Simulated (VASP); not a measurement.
# From VASP inputs to Ansatz: CdS (wurtzite)

INCAR

```
LCHARG = .TRUE.
NELM = 120
EDIFF = 1E-7
LREAL = .FALSE.
GGA = PE
ISIF = 2
ENCUT = 520
LASPH = .TRUE.
SIGMA = 0.02
LWAVE = .FALSE.
NBANDS = 26
PREC = Accurate
ISMEAR = -1
NSW = 0
LELF = .TRUE.
IBRION = -1
```

KPOINTS

```
KPOINTS created by Atomic Simulation Environment
0
Gamma
12 12 4
0 0 0
```

KPOINTS_OPT

```
special points
6
Reciprocal
0.0000000000 0.0000000000 0.0000000000 1
0.5000000000 0.0000000000 0.0000000000 1
0.3333333333 0.3333333333 0.0000000000 1
0.0000000000 0.0000000000 0.5000000000 1
0.5000000000 0.0000000000 0.5000000000 1
0.3333333333 0.3333333333 0.5000000000 1
```

POSCAR

```
Cd S
 1.0000000000000000
     4.1646012827312884    0.0000000000000000   -0.0000000000000000
    -2.0823006413656442    3.6066505074785549    0.0000000000000000
    -0.0000000000000000   -0.0000000000000000    6.7660104900396645
 Cd  S
   2   2
Cartesian
 -0.0000000000000000  2.4044336716523707 -0.0065164556339646
  2.0823006413656437  1.2022168358261853  3.3764887893858679
 -0.0000000000000000  2.4044336716523707  2.5437703893988393
  2.0823006413656437  1.2022168358261853  5.9267756344186715
```

VASP ran with the recommended PBE PAW datasets (36 valence electrons in the cell).

Write an Ansatz input for this cell and level of theory.



```yaml
crystal:
  lattice:
    - [4.1646012827, 0.0, 0.0]
    - [-2.0823006414, 3.6066505075, 0.0]
    - [0.0, 0.0, 6.76601049]
  atoms:
    - { symbol: Cd, position: [0.3333333333, 0.6666666667, -0.0009631164] }
    - { symbol: Cd, position: [0.6666666667, 0.3333333333, 0.4990368836] }
    - { symbol: S, position: [0.3333333333, 0.6666666667, 0.3759631164] }
    - { symbol: S, position: [0.6666666667, 0.3333333333, 0.8759631164] }
kpoints:
  mp_grid: { grid: [12, 12, 4] }
  band_path:
    path:
      - [0.0, 0.0, 0.0]
      - [0.5, 0.0, 0.0]
      - [0.3333333333, 0.3333333333, 0.0]
      - [0.0, 0.0, 0.5]
      - [0.5, 0.0, 0.5]
      - [0.3333333333, 0.3333333333, 0.5]
    npoints: 1
hamiltonian:
  xc: pbe
scf:
  occupations: { method: fermi_dirac, width: 0.02 }
  n_extra_bands: 5
output:
  forces: true
  stress: true
  eigenvalues: true
```

Other inputs would serve too.

|  | VASP | Ansatz |
| --- | --- | --- |
| gap between bands v and c | 1.18 eV | 1.17 eV |
| least direct gap | 1.18 eV | 1.17 eV |
| pressure | 1.7 GPa | 1.4 GPa |

Each program uses its own PAW datasets. VASP's cell holds 36 valence electrons and Ansatz's 52. Ansatz's stress includes a Pulay correction; VASP's doesn't.
